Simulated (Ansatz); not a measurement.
Data:

BeO:
```cif
data_Be2O2
_chemical_formula_sum 'Be2 O2'
_space_group_name_H-M_alt 'P 1'
_space_group_IT_number 1
_cell_length_a 2.69278
_cell_length_b 2.69278
_cell_length_c 4.37264
_cell_angle_alpha 90.000
_cell_angle_beta 90.000
_cell_angle_gamma 120.000
loop_
_space_group_symop_operation_xyz
  'x, y, z'
loop_
_atom_site_label
_atom_site_type_symbol
_atom_site_fract_x
_atom_site_fract_y
_atom_site_fract_z
_atom_site_occupancy
Be1 Be 0.33333 0.66667 0.99990 1
Be2 Be 0.66667 0.33333 0.49990 1
O1 O 0.33333 0.66667 0.37760 1
O2 O 0.66667 0.33333 0.87760 1
```

This is the PBEsol-relaxed structure.

Problem. All from DFT-PBEsol in the program Ansatz with PAW potentials, unless another level is named. Give the electronic dielectric constant ε∞ (DFPT).

Solution. 3.11 (xx = yy), 3.17 (zz).

Problem. Next, the largest static χ(2) component?

Solution. 0.81 pm/V.

Problem. And the Born charges (a third of the trace)?

Solution. Be +1.81, O -1.81 e.

Problem. And the static dielectric constant ε0 (ions relaxed, cell fixed)?

Solution. 6.82 (xx = yy), 7.63 (zz).

Space group P6_3mc (wurtzite). The cell was relaxed with PBEsol under the symmetry of its start.

Potentials: the earlier of the program's two PAW sets. The files were generated under PBE; for other functionals the program regenerates the frozen cores, and for LDA and PBEsol the local potential too.
